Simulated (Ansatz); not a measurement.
Relaxed Li₂O (anti-fluorite):

```
CELL_PARAMETERS angstrom
      0.00000     4.62614     4.62614
      2.31307     0.00000     2.31307
      2.31307     2.31307     0.00000
ATOMIC_POSITIONS crystal
  O  0.00000 0.00000 0.00000
  O  0.50000 0.00000 0.00000
  Li 0.12500 0.25000 0.25000
  Li 0.62500 0.25000 0.25000
  Li 0.37500 0.75000 0.75000
  Li 0.87500 0.75000 0.75000
```

The atoms are displaced by Q × the pattern below (from a DFPT mode at L = (0.5, 0.0, 0.0), largest move 1; Q in Å), at fixed cell. It is one choice among 2 degenerate patterns. (q is in reciprocal vectors of the primitive cell; the cell shown is doubled to hold the pattern.)

```tsv
atom	x	y	z
Li3	0.285	-0.520	0.805
Li4	-0.285	0.520	-0.805
Li5	0.285	-0.520	0.805
Li6	-0.285	0.520	-0.805
```

Atoms not listed stay in place.

Level of theory: PBE (plane waves to 420 eV, PAW, scalar-relativistic; Ansatz, an electronic-structure program). k mesh 6×12×12 (Γ-centred), Fermi-Dirac smearing 0.05 eV. The energy includes the smearing's −TS. Li2O was relaxed with its symmetry unable to fall. ΔE is measured from the undisplaced structure.

```tsv
Q (Å)	ΔE (eV/cell)
-0.180	0.324
-0.120	0.143
-0.060	0.036
0.000	0.000
0.060	0.036
0.120	0.143
0.180	0.324
```

### Question
Which DFPT wavenumber at L = (0.5, 0.0, 0.0) belongs to this mode?
A. 275 cm⁻¹
B. 555 cm⁻¹
C. 440 cm⁻¹

### Answer
C, 440 cm⁻¹. The curvature of the scan gives 440 cm⁻¹

(For displaced atoms, the force is minus the slope of the energy, and its curvature is a force constant, which sets phonon frequencies.)
